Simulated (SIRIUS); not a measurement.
Runs of SIRIUS 7.12.0 on Tb. The structure is hexagonal, space group P6_3/mmc (No. 194). Conventional cell: a = 3.601 Å, b = 3.601 Å, c = 5.694 Å, α = 90.00°, β = 90.00°, γ = 120.00°. Around Tb (site symmetry -6m2) lie 12 Tb at 3.53 to 3.60 Å. 

```tsv
spin	reference energy of the basis	gap on the mesh (eV)	moment (μB)
non-collinear, ferromagnetic start	0.24 Ha	none	(a)
off	0.23 Ha	none	-
collinear, ferromagnetic start	0.24 Ha	none	12.04
collinear, antiferromagnetic start	0.32 Ha	none	0.00
collinear, ferromagnetic start	0.25 Ha	none	12.04
```

Alike in all rows: task single point; level PBE; potentials or basis all-electron FP-LAPW, apw+lo standard; cell as given; k mesh 6 × 6 × 3; cutoff (eV) 168; smearing fermi-dirac 0.05 eV; the mesh is coarse, so values aren't converged.

Question: Estimate the missing entries.

Answer: (a) 12.03.

Caveats: all runs use coarse meshes; the magnetic or orbital state may not be the lowest (some runs); spin-orbit coupling is left out, which moves the levels of the heavy elements (some runs).

A k mesh can miss the band edges, and the runs leave out spin-orbit coupling on Tb.

A gap of «none» marks a metal or a gap under the smearing width.
